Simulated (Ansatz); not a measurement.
**What moves the pressure of Pb?**

```xyz
1
Lattice="0.0000 2.4698 2.4698 2.4698 0.0000 2.4698 2.4698 2.4698 0.0000" Properties=species:S:1:pos:R:3 pbc="T T T"
Pb    0.0000    0.0000    0.0000
```

The structure is an experimental refinement, used without relaxation. It is an old determination, and later ones may differ.

Method: Ansatz 0.2.0, DFT, PBE, all-electron LAPW, scalar-relativistic.

Settings: a Γ-centred 13×13×13 k mesh, Fermi–Dirac smearing of 0.08 eV, basis error target 0.25 meV/atom, no spin polarisation.

Spin–orbit coupling is off unless a change turns it on.

In this reference run the pressure is 2.8 GPa (positive in compression). Each change below is made alone, on the same k mesh, with fractional coordinates held unless an atom is moved; x, y and z are the Cartesian axes.

Question: One change shifts the pressure by +0.1 GPa. Which?
A. functional lda
B. functional pbesol
C. equal xy, yz and zx engineering shear strains of +3 %
D. volume scaled by 1.02
E. volume scaled by 0.98
F. no relativity

Answer: C. The others give: volume scaled by 1.02, -1.0 GPa; no relativity, +2.1 GPa; volume scaled by 0.98, +1.1 GPa; functional pbesol, -2.9 GPa; functional lda, -4.5 GPa.
